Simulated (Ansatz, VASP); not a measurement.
HfC in VASP and in Ansatz

The input INCAR:

```
SYSTEM = HfC
ALGO = Normal ; EDIFF = 1E-6
ENCUT = 520 ; GGA = PS
ISIF = 2 ; ISMEAR = 0
LASPH = .True. ; LCHARG = .False.
LREAL = .False. ; LWAVE = .False.
NBANDS = 14 ; NELM = 60
PREC = Accurate ; SIGMA = 0.15
```

Contents of KPOINTS:

```
k-points
0
Gamma
  20 20 20
  0 0 0
```

The input POSCAR:

```
HfC
1.0
    0.0000000000      2.3568532733      2.2625791424
    2.3568532733      0.0000000000      2.2625791424
    2.3568532733      2.3568532733      0.0000000000
Hf C
1 1
Direct
    0.5000000000      0.5000000000      0.5000000000
    0.0000000000      0.0000000000      0.0000000000
```

Input for Ansatz:

```yaml
crystal:
  lattice:
    - [0.0, 2.3568532733, 2.2625791424]
    - [2.3568532733, 0.0, 2.2625791424]
    - [2.3568532733, 2.3568532733, 0.0]
  atoms:
    - { symbol: Hf, position: [0.5, 0.5, 0.5] }
    - { symbol: C, position: [0.0, 0.0, 0.0] }
basis:
  ecutwfc: 420
kpoints:
  mp_grid: { grid: [20, 20, 20] }
hamiltonian:
  xc: pbesol
scf:
  occupations: { method: gaussian, width: 0.15 }
output:
  forces: true
  stress: true
  eigenvalues: true
```

Alike in both runs: task single point; functional PBEsol; k mesh 20 × 20 × 20; occupations gaussian, width 0.15 eV; no spin polarisation.

```csv
,VASP,Ansatz
version,VASP 6.6.1,Ansatz 0.2.0
potentials or method,"VASP PAW PBE potentials, release 64 (Hf_pv, C)","scalar-relativistic, plane waves, PAW"
plane-wave cutoff (eV),520,420
valence electrons in the cell,14,30
```

|  | VASP | Ansatz | Ansatz less VASP |
| --- | --- | --- | --- |
| gap on the k mesh at the Fermi level (eV) | none | none | - |
| pressure (GPa) | -6.2 | -5.8 | +0.43 |
| largest component of the traceless stress (GPa) | 11.38 | 11.21 | -0.171 |

A gap of «none» marks a metal or a gap that the smearing closes. The two sets of potentials don't hold the same shells in valence.

Caveats: the PAW data sets were made with another functional, which shifts forces and pressure a little (VASP). Spin-orbit coupling is left out, which matters for the levels of Hf.
